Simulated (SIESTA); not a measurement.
# ZnO (zincite) under changes of volume

One of the cells (12.138 Å³/atom); the others are scaled copies at fixed shape and fractional positions:

```xyz
4
Lattice="3.2708 0.0000 0.0000 -1.6354 2.8326 0.0000 0.0000 0.0000 5.2402" Properties=species:S:1:pos:R:3 pbc="T T T"
Zn    1.6354    0.9442    0.0000
Zn    0.0000    1.8884    2.6201
O     0.0000    1.8884    4.6062
O     1.6354    0.9442    1.9861
```

* Program: SIESTA 5.4.2
* Functional: PBEsol
* Potentials or basis: PseudoDojo 0.4 standard (PBEsol files)
* Basis: DZP (energy shift 0.003 Ry; two zetas on semicore shells)
* Grid cutoff: 800 Ry
* Energy shift: 0.003 Ry
* k mesh: 9 × 9 × 5
* Occupations: fermi-dirac, width 0.05 eV
* Spin: no spin polarisation

| volume (Å³/atom) | energy over the lowest point (meV/atom) | pressure (GPa) | gap on the mesh (eV) | largest force (eV/Å) |
| --- | --- | --- | --- | --- |
| 11.186 | ? | ? | ? | ? |
| 11.424 | 6.61 | 6.2 | 0.98 | 0.102 |
| 11.662 | 0.00 | 2.6 | 0.95 | 0.092 |
| 12.138 | 1.66 | -3.3 | 0.88 | 0.076 |
| 12.376 | 8.50 | -5.8 | 0.85 | 0.061 |
| 12.614 | 18.91 | -8.1 | 0.82 | 0.051 |

What does the run at 11.186 Å³/atom give?

Energy over the lowest point 18.23 meV/atom; pressure 9.6 GPa; gap on the mesh 1.02 eV; largest force 0.108 eV/Å.

Worked out: A Birch-Murnaghan fit of order 3 (a polynomial in V^(-2/3)) to the other rows has its minimum at 11.85 Å³/atom with B0 = V·E''(V) = 154 GPa and B' = 5.8 at fixed shape and positions, which overstates the stiffness. It gives 19.06 meV/atom at 11.186 Å³/atom, against the run's 18.23, and -dE/dV = 10.6 GPa, against 9.6. A straight line through the other rows of the gap, of slope -1.64 eV per unit of ln V (its deformation potential), extrapolates to 1.02 eV, against the run's 1.02.

Energies are extrapolated to zero smearing.

Caveats: short orbitals over semicore shells can move pressures by several GPa; the valence orbitals were made in a potential fitted to the semicore shell under them, which widens gaps by tenths of an eV or more; an odd mesh through Γ misses points on the zone boundary, where band edges often lie; the basis of atomic orbitals isn't converged, which shifts pressures, moduli and gaps.
